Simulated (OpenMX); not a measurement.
Crystal: CdTe.

```xyz
2
Lattice="0.0000 3.2050 3.2050 3.2050 0.0000 3.2050 3.2050 3.2050 0.0000" Properties=species:S:1:pos:R:3 pbc="T T T"
Te    4.8075    4.8075    4.8075
Cd    0.0000    0.0000    0.0000
```

Base run:

* Program: OpenMX 3.8.5
* Functional: PBE
* Potentials or basis: OpenMX 2013 PBE set, Te7.0-s3p2d2f1, Cd7.0-s3p2d2, grid cutoff 500 Ry
* k mesh: 7 × 7 × 7
* Occupations: fermi-dirac, width 0.05 eV
* Spin: no spin polarisation

Its results: band gap on the k mesh 1.21 eV, direct; pressure 5.1 GPa.

Question: The run is repeated on the same cell with these changes: potentials or basis from OpenMX 2013 PBE set, Te7.0-s3p2d2f1, Cd7.0-s3p2d2, grid cutoff 500 Ry to OpenMX 2013 PBE set, Te7.0-s3p3d2f1, Cd7.0-s3p2d2f1, grid cutoff 500 Ry. What comes out?

Answer: Band gap on the k mesh 1.05 eV, direct; pressure 4.6 GPa.

Caveats: spin-orbit coupling is left out, which moves the levels of the heavy elements; the basis of atomic orbitals isn't converged, which shifts pressures, moduli and gaps.
